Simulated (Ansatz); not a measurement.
# Ta: the cost of one run

Program: Ansatz 0.2.0. Level of theory: DFT PBE, scalar-relativistic, plane waves, PAW. These are calculated values, not measurements.

3 further runs of the same task are left out: 3 set aside as unsound or not needed.

### Step 1. The system as given

Symmetry: Im-3m, No. 229, cubic system. Conventional cell: a = 3.319 Å, b = 3.319 Å, c = 3.319 Å, α = 90.00°, β = 90.00°, γ = 90.00°. Ta (site symmetry m-3m) is surrounded by 8 Ta at 2.87 Å.

As a file:

```cif
data_structure
_symmetry_space_group_name_H-M 'Im-3m'
_symmetry_Int_Tables_number 229
_cell_length_a 3.3191
_cell_length_b 3.3191
_cell_length_c 3.3191
_cell_angle_alpha 90.000
_cell_angle_beta 90.000
_cell_angle_gamma 90.000
_cell_volume 36.56
loop_
_atom_site_label
_atom_site_type_symbol
_atom_site_symmetry_multiplicity
_atom_site_Wyckoff_symbol
_atom_site_fract_x
_atom_site_fract_y
_atom_site_fract_z
_atom_site_occupancy
Ta1 Ta 2 a 0.00000 0.00000 0.00000 1
```

It goes back to an entry of the Materials Project.

The unstrained cell was computed beforehand with the same settings: E(σ→0) = -19864.4990 eV for 2 atoms, gap none (metal).

### Step 2. Strain -2.0 %

Contents of input.yaml:

```yaml
crystal:
  lattice:
    - [3.2526811422, 0.0, 0.0]
    - [0.0, 3.2526811422, 0.0]
    - [0.0, 0.0, 3.3588911387]
  atoms:
    - { symbol: Ta, position: [0.0, 0.0, 0.0] }
    - { symbol: Ta, position: [0.5, 0.5, 0.5] }
basis:
  ecutwfc: 420
kpoints:
  mp_grid: { grid: [16, 16, 16] }
hamiltonian:
  xc: pbe
scf:
  occupations: { method: gaussian, width: 0.1 }
output:
  forces: true
  stress: true
  eigenvalues: true
relax:
  adjacent_minimum: "off"
  f_tol: 0.008
  max_steps: 40
  cell: { stress_tol: 0.015, fix: [a, b, gamma] }
```

Launch:

```sh
ansatz run input.yaml --threads 1 --pin off --max-ram 2560MiB --backend cpu --events-out ev --progress --plain --runs-dir out
```

Q: Estimate wall time and peak memory on 1 thread of Arm Neoverse V2, shared host.

About 56 s, with a peak of 0.48 GiB.
